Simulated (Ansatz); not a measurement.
Input, command and steps of an Ansatz relaxation.

```yaml
crystal:
  lattice:
    - [3.249308, 0.0, 0.0]
    - [-1.624654, 2.8139832727, 0.0]
    - [0.0, 0.0, 5.205709]
  atoms:
    - { symbol: Zn, position: [0.3333333333, 0.6666666667, 0.5] }
    - { symbol: Zn, position: [0.6666666667, 0.3333333333, 0.0] }
    - { symbol: O, position: [0.6666666667, 0.3333333333, 0.37901] }
    - { symbol: O, position: [0.3333333333, 0.6666666667, 0.87901] }
basis:
  ecutwfc: 420
kpoints:
  mp_grid: { grid: [9, 9, 6] }
hamiltonian:
  xc: pbe
scf:
  occupations: { method: gaussian, width: 0.02 }
output:
  forces: true
  stress: true
  eigenvalues: true
relax:
  adjacent_minimum: "off"
  f_tol: 0.005
  max_steps: 80
  cell: { stress_tol: 0.05 }
```

```bash
ansatz run input.yaml --threads 1 --pin off --max-ram 2560MiB --backend cpu --events-out ev --progress --plain --runs-dir out
```

These are results of Ansatz, DFT PBE, scalar-relativistic, plane waves, PAW, not measurements.

Of 8 frames 8 are shown, positions in Å and forces in eV/Å; the SCF threshold varies from step to step. Steps run on the plane waves of an earlier cell, with a Pulay correction in the pressure. The basis is chosen afresh for the last frame, the zero of the energies, and at times for earlier ones too; energy and pressure step there, also at an unchanged geometry. Here that happened at step 6 (-2 meV/atom, 0.2 GPa); the frames before carry an error of that size.

```xyz
4
Lattice="3.2493 0.0000 0.0000 -1.6247 2.8140 0.0000 0.0000 0.0000 5.2057" Properties=species:S:1:pos:R:3:forces:R:3 pbc="T T T" step=1 free_energy_over_end_meV_per_atom=6.65 pressure_GPa=4.91
Zn    0.0000    1.8760    2.6029    0.0000    0.0000   -0.0698
Zn    1.6247    0.9380    0.0000    0.0000    0.0000   -0.0698
O     1.6247    0.9380    1.9730    0.0000    0.0000    0.0698
O     0.0000    1.8760    4.5759    0.0000    0.0000    0.0698
4
Lattice="3.2632 0.0000 0.0000 -1.6316 2.8260 0.0000 0.0000 0.0000 5.2534" Properties=species:S:1:pos:R:3:forces:R:3 pbc="T T T" step=2 free_energy_over_end_meV_per_atom=2.70 pressure_GPa=2.24
Zn    0.0000    1.8840    2.6284    0.0000    0.0000   -0.0440
Zn    1.6316    0.9420    0.0017    0.0000    0.0000   -0.0440
O     1.6316    0.9420    1.9894    0.0000    0.0000    0.0441
O     0.0000    1.8840    4.6161    0.0000    0.0000    0.0441
4
Lattice="3.2758 0.0000 0.0000 -1.6379 2.8369 0.0000 0.0000 0.0000 5.2911" Properties=species:S:1:pos:R:3:forces:R:3 pbc="T T T" step=3 free_energy_over_end_meV_per_atom=2.14 pressure_GPa=0.12
Zn    0.0000    1.8913    2.6479    0.0000    0.0000   -0.0233
Zn    1.6379    0.9456    0.0023    0.0000    0.0000   -0.0233
O     1.6379    0.9456    2.0031    0.0000    0.0000    0.0233
O     0.0000    1.8913    4.6486    0.0000    0.0000    0.0233
4
Lattice="3.2769 0.0000 0.0000 -1.6385 2.8379 0.0000 0.0000 0.0000 5.2882" Properties=species:S:1:pos:R:3:forces:R:3 pbc="T T T" step=4 free_energy_over_end_meV_per_atom=2.12 pressure_GPa=0.10
Zn    0.0000    1.8919    2.6447    0.0000    0.0000   -0.0101
Zn    1.6385    0.9460    0.0006    0.0000    0.0000   -0.0101
O     1.6385    0.9460    2.0037    0.0000    0.0000    0.0102
O     0.0000    1.8919    4.6478    0.0000    0.0000    0.0102
4
Lattice="3.2782 0.0000 0.0000 -1.6391 2.8390 0.0000 0.0000 0.0000 5.2878" Properties=species:S:1:pos:R:3:forces:R:3 pbc="T T T" step=5 free_energy_over_end_meV_per_atom=2.15 pressure_GPa=0.00
Zn    0.0000    1.8927    2.6433    0.0000    0.0000   -0.0002
Zn    1.6391    0.9463   -0.0006    0.0000    0.0000   -0.0002
O     1.6391    0.9463    2.0047    0.0000    0.0000    0.0002
O     0.0000    1.8927    4.6486    0.0000    0.0000    0.0002
4
Lattice="3.2782 0.0000 0.0000 -1.6391 2.8390 0.0000 0.0000 0.0000 5.2878" Properties=species:S:1:pos:R:3:forces:R:3 pbc="T T T" step=6 free_energy_over_end_meV_per_atom=0.03 pressure_GPa=0.24
Zn    0.0000    1.8927    2.6433    0.0000    0.0000   -0.0005
Zn    1.6391    0.9463   -0.0006    0.0000    0.0000   -0.0005
O     1.6391    0.9463    2.0047    0.0000    0.0000    0.0005
O     0.0000    1.8927    4.6486    0.0000    0.0000    0.0005
4
Lattice="3.2795 0.0000 0.0000 -1.6397 2.8401 0.0000 0.0000 0.0000 5.2933" Properties=species:S:1:pos:R:3:forces:R:3 pbc="T T T" step=7 free_energy_over_end_meV_per_atom=0.11 pressure_GPa=0.00
Zn    0.0000    1.8934    2.6465    0.0000    0.0000   -0.0008
Zn    1.6397    0.9467   -0.0002    0.0000    0.0000   -0.0008
O     1.6397    0.9467    2.0064    0.0000    0.0000    0.0007
O     0.0000    1.8934    4.6530    0.0000    0.0000    0.0007
4
Lattice="3.2795 0.0000 0.0000 -1.6397 2.8401 0.0000 0.0000 0.0000 5.2933" Properties=species:S:1:pos:R:3:forces:R:3 pbc="T T T" step=8 free_energy_over_end_meV_per_atom=0.00 pressure_GPa=0.01
Zn    0.0000    1.8934    2.6465    0.0000    0.0000   -0.0007
Zn    1.6397    0.9467   -0.0002    0.0000    0.0000   -0.0007
O     1.6397    0.9467    2.0064    0.0000    0.0000    0.0007
O     0.0000    1.8934    4.6530    0.0000    0.0000    0.0007
```

It took 45 s on 1 thread of Arm Neoverse V1 (shared host), peak memory 0.36 GiB.